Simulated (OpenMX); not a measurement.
Crystal: SnO2 (Cassiterite).

```
CELL_PARAMETERS angstrom
4.73800 0.00000 0.00000
0.00000 4.73800 0.00000
0.00000 0.00000 3.18650
ATOMIC_POSITIONS crystal
Sn 0.50000 0.50000 0.50000
Sn 0.00000 0.00000 0.00000
O 0.80710 0.19290 0.50000
O 0.69290 0.69290 0.00000
O 0.19290 0.80710 0.50000
O 0.30710 0.30710 0.00000
```

Base run:

```yaml
Program: OpenMX 3.8.5
Functional: PBE
Potentials_or_basis: OpenMX 2013 PBE set, Sn7.0-s3p2d2, O6.0-s2p2d1, grid cutoff 500 Ry
k_mesh: 7 × 7 × 9
Occupations: fermi-dirac, width 0.05 eV
Spin: no spin polarisation
```

Its results: pressure 17.2 GPa; largest force 0.360 eV/Å.

The run is repeated on the same cell with these changes: potentials or basis from OpenMX 2013 PBE set, Sn7.0-s3p2d2, O6.0-s2p2d1, grid cutoff 500 Ry to OpenMX 2013 PBE set, Sn7.0-s3p2d2f1, O6.0-s3p2d2, grid cutoff 500 Ry. What comes out?

Pressure 13.3 GPa; largest force 0.416 eV/Å.

Caveats: the basis of atomic orbitals isn't converged, which shifts pressures, moduli and gaps; so large a pressure means that the cell lies far from this level's equilibrium, or that cutoff or potentials fall short (some runs).

Not every run made on this cell is shown here.
